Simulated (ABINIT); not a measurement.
The system is Mn.

```
Mn
1.0
     2.48365    0.00000    0.00000
    -1.24182    2.15090    0.00000
     0.00000    0.00000    4.02620
Mn
2
Cartesian
  0.0000 1.4339 1.0065
  1.2418 0.7170 3.0196
```

This isn't the form of Mn at room conditions, which is a 58-atom cubic cell.

Base run:

```yaml
Program: ABINIT 10.8.3 (patched build)
Functional: PBE
Potentials_or_basis: JTH PAW PBE v2.0
Cutoff: 707 eV
k_mesh: 12 × 12 × 7
Occupations: fermi-dirac, width 0.05 eV
Spin: collinear spin, random start
Starting_moments: "[0.72, -0.48] μB"
```

Its results: band gap on the k mesh none (metal or under the smearing width); pressure 0.5 GPa.

Question: The run is repeated on the same cell with these changes: spin from collinear spin, random start to no spin polarisation. What comes out?

Answer: Band gap on the k mesh none (metal or under the smearing width); pressure 0.0 GPa.
